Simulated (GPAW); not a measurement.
# Li2Se (Fm-3m) in GPAW: convergence with plane-wave cutoff (eV)

Aim: find how far plane-wave cutoff (eV) must go before the results for Li2Se settle, at LDA. This setting moves, with any that are tied to it; all else stays.

Everything below comes from runs of GPAW 26.7.0. Logs are shortened: lines on timing, memory, paths and dates and some standing lists are left out, and cuts for length are marked. The log counts tension as positive stress, the text compression.

**1. The crystal as given**

The structure is cubic, space group Fm-3m (No. 225). Conventional cell: a = 6.005 Å, b = 6.005 Å, c = 6.005 Å, α = 90.00°, β = 90.00°, γ = 90.00°. Se (site symmetry m-3m) is surrounded by 8 Li at 2.60 Å. Li (site symmetry -43m) has 4 Se at 2.60 Å as nearest neighbours.

**2. With plane-wave cutoff (eV) 300**

File run.py:

```python
from ase import Atoms
from ase.dft.bandgap import bandgap
from ase.io import write
from ase.units import GPa
from gpaw import GPAW, PW

atoms = Atoms(['Se', 'Li', 'Li'],
              cell=[[0.0, 3.0025, 3.0025],
                    [3.0025, 0.0, 3.0025],
                    [3.0025, 3.0025, 0.0]],
              scaled_positions=[[0.0, 0.0, 0.0],
                                [0.75, 0.75, 0.75],
                                [0.25, 0.25, 0.25]],
              pbc=True)

calc = GPAW(mode=PW(300),
            xc='LDA',
            kpts={'size': (8, 8, 8), 'gamma': True},
            occupations={'name': 'fermi-dirac', 'width': 0.05},
            nbands=12,
            convergence={'density': 1e-05, 'energy': 1e-05},
            maxiter=100,
            txt='gpaw.txt')
atoms.calc = calc
energy = atoms.get_potential_energy()
forces = atoms.get_forces()
stress = atoms.get_stress()
calc.write('gs.gpw')
write('result.traj', atoms)
print(f'Energy: {energy:.6f} eV')
print('Forces (eV/A):')
print(forces.round(4))
print('Stress (GPa):', (stress / GPa).round(3))
print('Fermi level:', round(calc.get_fermi_level(), 4), 'eV')
print(f'Gap: {bandgap(calc)[0]:.4f} eV, direct: {bandgap(calc, direct=True)[0]:.4f} eV')
```

Potentials or basis: the program's PAW data sets (release 1.2.1) made for this functional, pw.

Started as:

```sh
$ OMP_NUM_THREADS=1 python run.py
```

gpaw.txt:

```text
__  _  _
 | _ |_)|_||  |
 |__||  | ||/\| - 26.7.0

Input parameters:
  mode=PW(ecut=300.0),
  convergence={'density': 1e-05, 'energy': 1e-05},
  kpts=MonkhorstPack(size=(8, 8, 8), gamma=True),
  maxiter=100,
  nbands=12,
  occupations=Occupations(name='fermi-dirac', width=0.05),
  xc=XC(name='LDA')

Diagonalizing LCAO Hamiltonian
Converting LCAO to pw mode

                     Li

            Li

       Se

Atoms  # Å, Bohr magnetons
|   | symbol |        x |        y |        z |    initial magnetic moments |
|---|--------|----------|----------|----------|-----------------------------|
| 0 |     Se | 0.000000 | 0.000000 | 0.000000 | ( 0.0000,  0.0000,  0.0000) |
| 1 |     Li | 4.503750 | 4.503750 | 4.503750 | ( 0.0000,  0.0000,  0.0000) |
| 2 |     Li | 1.501250 | 1.501250 | 1.501250 | ( 0.0000,  0.0000,  0.0000) |

Unit cell  # Å
| periodic |        x |        y |        z |  lengths |    angles |
|----------|----------|----------|----------|----------|-----------|
|      yes | 0.000000 | 3.002500 | 3.002500 | 4.246176 | 60.000000 |
|      yes | 3.002500 | 0.000000 | 3.002500 | 4.246176 | 60.000000 |
|      yes | 3.002500 | 3.002500 | 0.000000 | 4.246176 | 60.000000 |

Number of symmetries: 48
Symmetry operations  # r_c * U_cc + t_c -> r_c
|    | kind |            matrix            |
|----|------|------------------------------|
|  0 |  σ   |  1, 0, 0,  1, 0,-1,  1,-1, 0 |
|  1 |  C2  |  1, 0, 0,  1,-1, 0,  1, 0,-1 |
|  2 |  E   |  1, 0, 0,  0, 1, 0,  0, 0, 1 |
|  3 |  σ   |  1, 0, 0,  0, 0, 1,  0, 1, 0 |
|  4 |  C4  |  1, 0,-1,  1, 0, 0,  1,-1, 0 |
|  5 |  S6  |  1, 0,-1,  1,-1, 0,  1, 0, 0 |
|  6 |  σ   |  1, 0,-1,  0, 1,-1,  0, 0,-1 |
|  7 |  C3  |  1, 0,-1,  0, 0,-1,  0, 1,-1 |
|  8 |  S6  |  1,-1, 0,  1, 0, 0,  1, 0,-1 |
|  9 |  C4  |  1,-1, 0,  1, 0,-1,  1, 0, 0 |
| 10 |  C3  |  1,-1, 0,  0,-1, 1,  0,-1, 0 |
| 11 |  σ   |  1,-1, 0,  0,-1, 0,  0,-1, 1 |
| 12 |  σ   |  0, 1, 0,  1, 0, 0,  0, 0, 1 |
| 13 |  C4  |  0, 1, 0,  0, 1,-1, -1, 1, 0 |
| 14 |  C3  |  0, 1, 0,  0, 0, 1,  1, 0, 0 |
| 15 |  S6  |  0, 1, 0, -1, 1, 0,  0, 1,-1 |
| 16 |  C2  |  0, 1,-1,  1, 0,-1,  0, 0,-1 |
| 17 |  σ   |  0, 1,-1,  0, 1, 0, -1, 1, 0 |
| 18 |  S4  |  0, 1,-1,  0, 0,-1,  1, 0,-1 |
| 19 |  C4  |  0, 1,-1, -1, 1, 0,  0, 1, 0 |
| 20 |  C3  |  0, 0, 1,  1, 0, 0,  0, 1, 0 |
| 21 |  σ   |  0, 0, 1,  0, 1, 0,  1, 0, 0 |
| 22 |  S6  |  0, 0, 1,  0,-1, 1, -1, 0, 1 |
| 23 |  C4  |  0, 0, 1, -1, 0, 1,  0,-1, 1 |
| 24 |  S4  |  0, 0,-1,  1, 0,-1,  0, 1,-1 |
| 25 |  C3  |  0, 0,-1,  0, 1,-1,  1, 0,-1 |
| 26 |  C2  |  0, 0,-1,  0,-1, 0, -1, 0, 0 |
| 27 |  S6  |  0, 0,-1, -1, 0, 0,  0,-1, 0 |
| 28 |  S4  |  0,-1, 1,  1,-1, 0,  0,-1, 0 |
| 29 |  C4  |  0,-1, 1,  0, 0, 1, -1, 0, 1 |
| 30 |  C2  |  0,-1, 1,  0,-1, 0,  1,-1, 0 |
| 31 |  σ   |  0,-1, 1, -1, 0, 1,  0, 0, 1 |
| 32 |  C3  |  0,-1, 0,  1,-1, 0,  0,-1, 1 |
| 33 |  S6  |  0,-1, 0,  0, 0,-1, -1, 0, 0 |
| 34 |  S4  |  0,-1, 0,  0,-1, 1,  1,-1, 0 |
| 35 |  C2  |  0,-1, 0, -1, 0, 0,  0, 0,-1 |
| 36 |  C2  | -1, 1, 0,  0, 1, 0,  0, 1,-1 |
| 37 |  S6  | -1, 1, 0,  0, 1,-1,  0, 1, 0 |
| 38 |  S4  | -1, 1, 0, -1, 0, 1, -1, 0, 0 |
| 39 |  C3  | -1, 1, 0, -1, 0, 0, -1, 0, 1 |
| 40 |  S6  | -1, 0, 1,  0, 0, 1,  0,-1, 1 |
| 41 |  C2  | -1, 0, 1,  0,-1, 1,  0, 0, 1 |
| 42 |  C3  | -1, 0, 1, -1, 1, 0, -1, 0, 0 |
| 43 |  S4  | -1, 0, 1, -1, 0, 0, -1, 1, 0 |
| 44 |  C2  | -1, 0, 0,  0, 0,-1,  0,-1, 0 |
| 45 |  i   | -1, 0, 0,  0,-1, 0,  0, 0,-1 |
| 46 |  σ   | -1, 0, 0, -1, 1, 0, -1, 0, 1 |
| 47 |  C2  | -1, 0, 0, -1, 0, 1, -1, 1, 0 |

BZ-sampling:
  Number of BZ points: 512
  Number of IBZ points: 29

  Monkhorst-Pack size: [8, 8, 8]
  Monkhorst-Pack shift: [0.0625, 0.0625, 0.0625]

K-points  # in reciprocal-cell coordinates
|     |                                coordinates |     weight |
|-----|--------------------------------------------|------------|
|   0 | (  0.00000000,   0.00000000,   0.00000000) | 0.00195312 |
|   1 | (  0.12500000,   0.12500000,   0.00000000) | 0.01171875 |
|   2 | (  0.12500000,   0.12500000,   0.12500000) | 0.01562500 |
|   3 | (  0.25000000,   0.12500000,   0.12500000) | 0.02343750 |
|   4 | (  0.25000000,   0.25000000,   0.00000000) | 0.01171875 |
|   5 | (  0.25000000,   0.25000000,   0.12500000) | 0.04687500 |
|   6 | (  0.25000000,   0.25000000,   0.25000000) | 0.01562500 |
|   7 | (  0.37500000,   0.25000000,  -0.37500000) | 0.04687500 |
|   8 | (  0.37500000,   0.25000000,   0.12500000) | 0.04687500 |
|   9 | (  0.37500000,   0.25000000,   0.25000000) | 0.04687500 |
| ... |                                            |            |
|  28 | (  0.50000000,   0.50000000,   0.50000000) | 0.00781250 |

Plane wave coefficients: 652
Cutoff: 300.0 eV

Spin-components: 1 (collinear spins)
Bands:           12
Projectors:      11
Spin-degeneracy: 2
Datatype:        complex128

Parallelization:
  kpt:    1
  domain: 1
  band:   1

Density:
  Valence electrons: 8.0
  Components: 1
  Grid points: [18 18 18]
  Charge: 0.0  # |e|

Potential:
  Grid points: [18 18 18]

species:
  Se:
    name:    Selenium
    Z:       34.0
    valence: 6
    core:    28
    charge:  0.0  # [|e|]
    compensation charges:
      type: gauss
      rc: 0.27  # [Å]
      lmax: 2
    cutoffs:
      filter: 1.77  # [Å]
      core: 2.67  # [Å]
    projectors
    | kind |    occ | energy [eV] | rcut [Å] |
    |------|--------|-------------|----------|
    |   4s |  2.000 |     -17.472 |    0.847 |
    |   4p |  4.000 |      -6.656 |    1.005 |
    |    s |        |       9.739 |    0.847 |
    |    p |        |      20.555 |    1.005 |
    |    d |        |       0.000 |    0.847 |

    Using partial waves for Se as LCAO basis

  Li:
    name:    Lithium
    Z:       3.0
    valence: 1
    core:    2
    charge:  0.0  # [|e|]
    compensation charges:
      type: gauss
      rc: 0.33  # [Å]
      lmax: 2
    cutoffs:
      filter: 1.91  # [Å]
      core: 2.55  # [Å]
    projectors
    | kind |    occ | energy [eV] | rcut [Å] |
    |------|--------|-------------|----------|
    |   2s |  1.000 |      -2.874 |    1.058 |
    |   2p |  0.000 |      -1.126 |    1.058 |
    |    s |        |      24.338 |    1.058 |

    Using partial waves for Li as LCAO basis

Reference energy: -66416.391232  # eV

eigensolver:
  PPCG
  Converge bands: occupied
  niter=2

density mixing:
  MSR1-Mixer
  Pratt-step length: 0.05
  Maximum mixing coefficient: 0.75
  Old densities: 10
  SVD Regularization: 0.005
  Good broyden scale: 1.0
  Trust region scale: 1.0
  Backstep threshold: 4.0
  History deletion threshold: 6.0
  Fourier metric: weight=20.0, sigma=0.015

occupation numbers:
  Fermi-Dirac:
    width: 0.0500  # eV

poisson solver:
  ecut: 2400.0  # eV

xc functional:
  name: None

convergence criteria:
- Maximum integral of absolute [dens]ity change: 1e-05 electrons / valence electron
- Maximum [total energy] change in last 3 cyles: 1e-05 eV / valence electron
- Maximum integral of absolute [eigenst]ate change: 4e-08 eV^2 / valence electron
maximum number of iterations: 100

SCF iterations
|iter     | |      energy | eigst |  dens |
|---------|-|-------------|-------|-------|
|iter:   1| |  -12.109156 | -0.65 |       |
|iter:   2| |  -12.101583 | -2.69 | -1.00 |
|iter:   3| |  -12.055872 | -2.83 | -1.03 |
|iter:   4| |  -12.054434 | -3.86 | -1.65 |
|iter:   5| |  -12.054363 | -4.89 | -2.50 |
|iter:   6| |  -12.054361c| -5.79 | -2.96 |
|iter:   7| |  -12.054362c| -7.32 | -4.15 |
|iter:   8| |  -12.054362c| -7.74c| -4.91 |
|iter:   9| |  -12.054362c| -8.39c| -5.58c|

Converged in 9 steps
Energy contributions relative to reference atoms: (reference = -66416.391232)

Energy contributions:
  Kinetic:          15.123411
  Coulomb:         -14.792237
  Zero:             -0.085410
  External:          0.000000
  Xc:              -12.300126
  Entropy:          -0.000000
  Spinorbit:         0.000000
  ----------------------------
  Free energy:     -12.054362
  Extrapolated:    -12.054362

dipole moment: (-22.144931, -22.144931, -22.144931)  # |e|*Ang

Fermi level: 2.919
Eigenvalues  # (at kpt = [0.000, 0.000, 0.000])
| band index |      eig [eV] | occ [0-2] |
|------------|---------------|-----------|
|          0 |        -9.985 |     2.000 |
|          1 |         1.469 |     2.000 |
|          2 |         1.469 |     2.000 |
|          3 |         1.469 |     2.000 |
|          4 |         4.656 |     0.000 |
|          5 |         6.946 |     0.000 |
|          6 |         6.946 |     0.000 |
|          7 |         6.946 |     0.000 |
|          8 |        12.205 |     0.000 |
|          9 |        12.205 |     0.000 |
|         10 |        12.205 |     0.000 |
|         11 |        15.665 |     0.000 |

Gap: 2.810 eV
Transition (v -> c):
  (s=0, k=0, n=3, [0.00, 0.00, 0.00]) -> (s=0, k=24, n=4, [0.50, 0.50, 0.00])
Direct/indirect transitions are different
Direct gap: 3.187 eV
Transition at: (s=0, k=0, n=3, [0.00, 0.00, 0.00])

Forces  # eV/Ang
|        x |        y |        z |
|----------|----------|----------|
|  0.00000 | -0.00000 | -0.00000 |  # Se   0
| -0.00000 | -0.00000 |  0.00000 |  # Li   1
| -0.00000 | -0.00000 |  0.00000 |  # Li   2

Stress tensor  # eV/Ang^3
|        x |         y |         z |
|----------|-----------|-----------|
| 0.013777 |  0.000000 |  0.000000 |
| 0.000000 |  0.013777 | -0.000000 |
| 0.000000 | -0.000000 |  0.013777 |

# Writing to gs.gpw (mode='')
```

Wall time 4.7 s (1 thread of Arm Neoverse V2, shared host); peak memory 0.13 GiB.

What came out:

```yaml
Free_energy: -12.0544 eV
Pressure: -2.2 GPa
Band_gap_on_the_k_mesh: 2.81 eV, indirect (least direct gap 3.19 eV)
```

**3. With plane-wave cutoff (eV) 350**

Edit run.py of step 2 so:

```diff
@@ -15,3 +15,3 @@
 
-calc = GPAW(mode=PW(300),
+calc = GPAW(mode=PW(350),
             xc='LDA',
```

Potentials or basis: the program's PAW data sets (release 1.2.1) made for this functional, pw.

Started as:

```sh
$ OMP_NUM_THREADS=1 python run.py
```

It took 4.5 s on 1 thread of Arm Neoverse V2, shared host; peak memory 0.13 GiB.

Results:

| Property | Result |
| --- | --- |
| Free energy | -12.0605 eV |
| Pressure | -2.2 GPa |
| Band gap on the k mesh | 2.81 eV, indirect (least direct gap 3.19 eV) |

**4. With plane-wave cutoff (eV) 400**

Edit run.py of step 3 so:

```diff
@@ -15,3 +15,3 @@
 
-calc = GPAW(mode=PW(350),
+calc = GPAW(mode=PW(400),
             xc='LDA',
```

Started as:

```sh
$ OMP_NUM_THREADS=1 python run.py
```

Wall time 4.7 s (1 thread of Arm Neoverse V2, shared host); peak memory 0.13 GiB.

Results:

| Item | Value |
| --- | --- |
| Free energy | -12.0662 eV |
| Pressure | -2.2 GPa |
| Band gap on the k mesh | 2.81 eV, indirect (least direct gap 3.19 eV) |

**5. With plane-wave cutoff (eV) 500**

Edit run.py of step 4 so:

```diff
@@ -15,3 +15,3 @@
 
-calc = GPAW(mode=PW(400),
+calc = GPAW(mode=PW(500),
             xc='LDA',
```

Started as:

```sh
$ OMP_NUM_THREADS=1 python run.py
```

It took 8.5 s on 1 thread of Arm Neoverse V2, shared host; peak memory 0.14 GiB.

What came out:

```
Free energy            : -12.0740 eV
Pressure               : -2.2 GPa
Band gap on the k mesh : 2.81 eV, indirect (least direct gap 3.18 eV)
```

**6. With plane-wave cutoff (eV) 600**

Edit run.py of step 5 so:

```diff
@@ -15,3 +15,3 @@
 
-calc = GPAW(mode=PW(500),
+calc = GPAW(mode=PW(600),
             xc='LDA',
```

Potentials or basis: the program's PAW data sets (release 1.2.1) made for this functional, pw.

Started as:

```sh
$ OMP_NUM_THREADS=1 python run.py
```

Run time: 8.9 s. Hardware: 1 thread of Arm Neoverse V2, shared host; peak memory 0.15 GiB.

Results (log left out):

```yaml
Free_energy: -12.0760 eV
Pressure: -2.1 GPa
Band_gap_on_the_k_mesh: 2.81 eV, indirect (least direct gap 3.18 eV)
```

**7. With plane-wave cutoff (eV) 700**

Edit run.py of step 6 so:

```diff
@@ -15,3 +15,3 @@
 
-calc = GPAW(mode=PW(600),
+calc = GPAW(mode=PW(700),
             xc='LDA',
```

Started as:

```sh
$ OMP_NUM_THREADS=1 python run.py
```

It took 12 s on 1 thread of Arm Neoverse V2, shared host; peak memory 0.16 GiB.

It converged, with:

```
Free energy            : -12.0761 eV
Pressure               : -2.1 GPa
Band gap on the k mesh : 2.81 eV, indirect (least direct gap 3.18 eV)
```

**8. With plane-wave cutoff (eV) 800**

Edit run.py of step 7 so:

```diff
@@ -15,3 +15,3 @@
 
-calc = GPAW(mode=PW(700),
+calc = GPAW(mode=PW(800),
             xc='LDA',
```

Started as:

```sh
$ OMP_NUM_THREADS=1 python run.py
```

Wall time 14 s (1 thread of Arm Neoverse V2, shared host); peak memory 0.17 GiB.

Results (log left out):

| Item | Value |
| --- | --- |
| Free energy | -12.0764 eV |
| Pressure | -2.1 GPa |
| Band gap on the k mesh | 2.81 eV, indirect (least direct gap 3.18 eV) |

**9. With plane-wave cutoff (eV) 1000**

Edit run.py of step 8 so:

```diff
@@ -15,3 +15,3 @@
 
-calc = GPAW(mode=PW(800),
+calc = GPAW(mode=PW(1000),
             xc='LDA',
```

Potentials or basis: the program's PAW data sets (release 1.2.1) made for this functional, pw.

Started as:

```sh
$ OMP_NUM_THREADS=1 python run.py
```

It took 15 s on 1 thread of Arm Neoverse V2, shared host; peak memory 0.2 GiB.

Results (log left out):

```
Free energy            : -12.0767 eV
Pressure               : -2.1 GPa
Band gap on the k mesh : 2.81 eV, indirect (least direct gap 3.18 eV)
```

**10. With plane-wave cutoff (eV) 1200**

Edit run.py of step 9 so:

```diff
@@ -15,3 +15,3 @@
 
-calc = GPAW(mode=PW(1000),
+calc = GPAW(mode=PW(1200),
             xc='LDA',
```

Started as:

```sh
$ OMP_NUM_THREADS=1 python run.py
```

Wall time 27 s (1 thread of Arm Neoverse V2, shared host); peak memory 0.23 GiB.

It converged, with:

```
Free energy            : -12.0768 eV
Pressure               : -2.1 GPa
Band gap on the k mesh : 2.81 eV, indirect (least direct gap 3.18 eV)
```

**11. The series at a glance**

```
plane-wave cutoff (eV)  energy less the tightest run, at zero smearing (meV/atom)  pressure (GPa)  SCF cycles  CPU time (s)  peak memory (GiB)
                   300                                                       7.48           -2.21           9           4.7               0.13
                   350                                                       5.45           -2.20           9           4.5               0.13
                   400                                                       3.54           -2.20           9           4.7               0.13
                   500                                                       0.92           -2.16           9           8.5               0.14
                   600                                                       0.27           -2.12           9           8.9               0.15
                   700                                                       0.22           -2.12           9            12               0.16
                   800                                                       0.14           -2.12           9            14               0.17
                  1000                                                       0.02           -2.12           9            15                0.2
                  1200                                                       0.00           -2.12           9            27               0.23
```

Against the tightest run, the energy stays within 1 meV/atom from 500 on; the pressure stays within 0.1 GPa from 300 on. The tightest run that finished is the yardstick and may itself not be fully converged.
